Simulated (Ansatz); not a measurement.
**Ru under changes of volume**

One of the cells (13.575 Å³/atom); the others are scaled copies at fixed shape and fractional positions:

```
Ru
1.0
     2.70580    0.00000    0.00000
    -1.35290    2.34329    0.00000
     0.00000    0.00000    4.28190
Ru
2
Direct
  0.66667 0.33333 0.75000
  0.33333 0.66667 0.25000
```

* Program: Ansatz 0.2.0
* Functional: BLYP
* Dispersion: D4
* Potentials or basis: Ansatz PAW
* Cutoff: 420 eV (not typed: the program's choice for these potentials)
* k mesh: 11 × 11 × 6
* Occupations: fermi-dirac, width 0.05 eV
* Spin: no spin polarisation

| volume (Å³/atom) | energy over the lowest point (meV/atom) | pressure (GPa) |
| --- | --- | --- |
| 12.760 | 98.71 | 31.0 |
| 13.032 | 54.07 | 22.0 |
| 13.303 | 23.74 | 14.0 |
| 13.575 | ? | ? |
| 13.846 | 0.00 | 0.6 |
| 14.118 | 3.95 | -5.0 |
| 14.389 | 16.94 | -10.1 |

Question: What does the run at 13.575 Å³/atom give?

Answer: Energy over the lowest point 6.18 meV/atom; pressure 6.9 GPa.

Worked out: A Birch-Murnaghan fit of order 3 (a polynomial in V^(-2/3)) to the other rows has its minimum at 13.87 Å³/atom with B0 = V·E''(V) = 303 GPa and B' = 4.8 at fixed shape and positions, which overstates the stiffness. It gives 6.17 meV/atom at 13.575 Å³/atom, against the run's 6.18, and -dE/dV = 6.9 GPa, against 6.9.

Energies are extrapolated to zero smearing.

Caveats: pairwise dispersion overbinds metals, which lowers pressure and volume; the PAW data sets come from PBE, with cores solved anew for the run's functional, which leaves a small shift of forces and pressure.
